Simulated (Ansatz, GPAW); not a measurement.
## PBE against PBE-D4, PBEsol-D3(BJ), LDA over 12 crystals

Computed equilibrium volume (Å³/atom) at each level. Volumes are each level's own minimum, from an equation of state or a relaxation of the cell. Among the elements in a form other than the usual one at room conditions: Sn. Space groups are those of the starting cells. Not every cell is the stable form of its formula. Spin polarisation and spin-orbit coupling are off unless named.

- PBE: Ansatz (all-electron LAPW, scalar-relativistic) for ZnSe, CdS, Mo, BAs, PbSe, MgO, GaP, TiC, Ge, Sn, WC; GPAW (GPAW PAW data sets (gpaw-data 1.2.1)) for KTaO3; cutoff 800 eV for plane waves; k meshes of 343 to 1728 points
- PBE-D4: Ansatz (all-electron LAPW, scalar-relativistic) for ZnSe, CdS, Mo, BAs, PbSe, MgO, GaP, TiC, Ge, Sn, WC; GPAW (GPAW PAW data sets (gpaw-data 1.2.1)) for KTaO3; cutoff 800 eV for plane waves; k meshes of 216 to 1728 points
- PBEsol-D3(BJ): Ansatz (all-electron LAPW, scalar-relativistic) for ZnSe, CdS, Mo, BAs, PbSe, MgO, GaP, TiC, Ge, Sn, WC; GPAW (PAW data sets generated for this functional) for KTaO3; cutoff 800 eV for plane waves; k meshes of 216 to 1728 points
- LDA: Ansatz (all-electron LAPW, scalar-relativistic) for ZnSe, CdS, Mo, BAs, PbSe, MgO, GaP, TiC, Ge, Sn, WC; GPAW (the program's PAW data sets (release 1.2.1) made for this functional) for KTaO3; cutoff 800 eV for plane waves; k meshes of 216 to 1728 points

| crystal | PBE | PBE-D4 | PBEsol-D3(BJ) | LDA |
| --- | --- | --- | --- | --- |
| KTaO3 (Pm-3m) | 13.090 | 12.955 | 12.506 | 12.300 |
| ZnSe (F-43m) | 23.558 | 22.659 | 21.670 | 21.577 |
| CdS (F-43m) | 26.035 | 25.068 | 24.020 | 23.853 |
| Mo (Im-3m) | 15.777 | 15.434 | 14.916 | 15.063 |
| BAs (F-43m) | 13.901 | 13.460 | 13.232 | 13.242 |
| PbSe (Fm-3m) | 30.045 | 28.844 | 27.302 | 27.539 |
| MgO (Fm-3m) | 9.625 | 9.436 | 9.102 | 9.007 |
| GaP (F-43m) | 20.861 | 20.043 | 19.584 | 19.590 |
| TiC (Fm-3m) | 10.168 | 9.974 | 9.641 | 9.675 |
| Ge (Fd-3m) | 23.912 | 23.090 | 22.228 | 22.218 |
| Sn (Fd-3m) | 36.855 | 35.376 | 33.875 | 33.932 |
| WC (P-6m2, 2 atoms) | 10.529 | 10.344 | 10.111 | 10.130 |

How do the values move from PBE?

PBE-D4 lies below PBE in 12 of 12 crystals, with a median shift of -3.3 % (-4.0 % for Sn to -1.0 % for KTaO3). PBEsol-D3(BJ) lies below PBE in 12 of 12 crystals, with a median shift of -5.8 % (-9.1 % for PbSe to -4.0 % for WC). LDA lies below PBE in 12 of 12 crystals, with a median shift of -6.3 % (-8.4 % for ZnSe to -3.8 % for WC). The figures use the values as printed. Spin-orbit coupling, where left out, moves volumes and moduli of the heaviest elements a little. Meshes of this size aren't converged for the metals. LDA stands for any of its common fits to the electron gas. Columns can differ in potentials, meshes, task and smearing within a row, which adds scatter of its own. Where several set-ups ran one level, the entry is one near their median; a run lay far from it for MgO, BAs.

Adding D4 to PBE shrinks every cell, but unevenly: the contraction is weakest in KTaO3, WC, TiC, MgO and Mo, and clearly larger in ZnSe, CdS, PbSe, GaP, Ge and Sn. Dispersion acts here as an extra inward pressure, so the response depends on both polarisability and stiffness. Strong metal-carbon and d-d bonding resists compression, whereas the more open or softer semiconductor lattices yield more readily.

The larger volumes from PBE reflect its gradient-enhanced exchange, which favours inhomogeneous densities and tends to weaken bonds in solids. LDA lacks that enhancement and typically overbinds. PBEsol weakens it, and the added dispersion pulls the atoms closer still, which probably explains why PBEsol-D3(BJ) lands near LDA, with no uniform order between the two. Their near-coincidence in Ge and GaP therefore doesn't imply the same description of bonding. Without a bare PBEsol column, the contraction from PBE to PBEsol-D3(BJ) can't be divided between the change of functional and dispersion.
